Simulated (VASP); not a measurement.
A run of VASP 6.6.1 is set up as follows.

File INCAR:

```
ALGO     = Normal         # electronic algorithm
EDIFF    = 1E-7           # SCF threshold, eV
EDIFFG   = -0.005         # ionic threshold
ENCUT    = 520            # plane-wave cutoff, eV
GGA      = PE             # functional
IBRION   = 2              # ionic algorithm
ISIF     = 3              # what is computed and relaxed
ISMEAR   = 0              # smearing method
KPAR     = 2            
LASPH    = True           # aspherical terms in the spheres
LCHARG   = False          # write CHGCAR
LREAL    = False          # projectors in reciprocal space
LWAVE    = False          # write WAVECAR
NELM     = 120            # most SCF steps
NSW      = 60             # ionic steps
POTIM    = 0.3            # step
PREC     = Accurate       # precision mode
SIGMA    = 0.1            # smearing width, eV
```

KPOINTS

```
k-points
0
Gamma
  10 10 8
```

The input POSCAR:

```
As                                      
1.0
    1.8527555558     -5.7153735612     -0.0000000000
    1.8527555558      5.7153735612      0.0000000000
    0.0000000000     -0.0000000000      4.6853137812
  As            
     4
Direct
     0.1059759131382891    0.8940240868617112    0.0687150927266063
     0.6059759131382888    0.3940240868617108    0.4312849072733937
     0.8940240868617112    0.1059759131382891    0.9312849072733936
     0.3940240868617108    0.6059759131382888    0.5687150927266064
```

Potentials or basis: VASP PAW PBE potentials, release 64 (As).

The run is started by

```sh
$ cat potpaw_PBE.64/As/POTCAR > POTCAR
$ mpirun -np 2 vasp_std > vasp.out
```

(1) What does it give for the band gap on the k mesh?

Results:

(1) 0.05 eV, direct.
